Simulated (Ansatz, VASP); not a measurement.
# Two plane-wave programs on Na

```
Na
1.0
    -2.03897    2.03897    2.03897
     2.03897   -2.03897    2.03897
     2.03897    2.03897   -2.03897
Na
1
Direct
  0.00000 0.00000 0.00000
```

Alike in both runs: functional PBE; dispersion D3(BJ); k mesh 14 × 14 × 14; occupations gaussian, width 0.1 eV; no spin polarisation.

Ansatz relaxed the structure, and its values are those at the end. VASP's run is a single point on that final structure, the one shown.

|  | VASP | Ansatz |
| --- | --- | --- |
| version | VASP 6.6.1 | Ansatz 0.2.0 |
| potentials or method | VASP PAW PBE potentials, release 64 (Na_pv) | scalar-relativistic, plane waves, PAW |
| plane-wave cutoff (eV) | 520 | 420 |
| valence electrons in the cell | 7 | 9 |

```tsv
	VASP	Ansatz	Ansatz less VASP
gap on the k mesh at the Fermi level (eV)	none	none	-
pressure (GPa)	0.0	0.0	+0.04
```

A gap of «none» marks a metal or a gap that the smearing closes. The two sets of potentials don't hold the same shells in valence.

Caveats: pairwise dispersion overbinds metals, which lowers pressure and volume.
